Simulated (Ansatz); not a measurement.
BaF$_{2}$:
```
CELL_PARAMETERS angstrom
      0.00000     3.12321     3.12321
      3.12321     0.00000     3.12321
      3.12321     3.12321     0.00000
ATOMIC_POSITIONS crystal
  Ba 0.00000 0.00000 0.00000
  F  0.25000 0.25000 0.25000
  F  0.75000 0.75000 0.75000
```

Relaxed with PBE. Special points in fractions of this cell's reciprocal vectors: Γ (0.000, 0.000, 0.000); X (0.500, 0.000, 0.500); U (0.625, 0.250, 0.625); K (0.375, 0.375, 0.750); L (0.500, 0.500, 0.500); W (0.500, 0.250, 0.750).

Task: List the band energies nearest the valence-band maximum at these points for PBE in the plane-wave PAW code Ansatz.

Result: In eV from the valence-band maximum; about four levels below and three above (degenerate sets whole), none deeper than 8.9 eV; points with the same levels are listed once.

| k | below | above |
|---|---|---|
| Γ | -1.41 -1.41 -1.41 -0.09 -0.09 -0.09 | 6.73 9.18 9.18 |
| X | -0.34 -0.34 -0.32 -0.32 -0.14 | 7.27 8.96 10.62 |
| U | -0.49 -0.35 -0.20 -0.16 | 7.52 9.31 9.86 |
| L | -0.63 -0.36 -0.18 -0.18 | 9.04 9.16 9.16 |
| W | -0.34 -0.34 -0.28 -0.19 | 7.53 9.74 9.81 9.81 |

Space group Fm-3m (fluorite). Symmetry was held in the PBE relaxation. Scalar-relativistic: spin–orbit coupling is off unless named, which matters more the heavier the elements.

Potentials: the later of the program's two PAW sets.
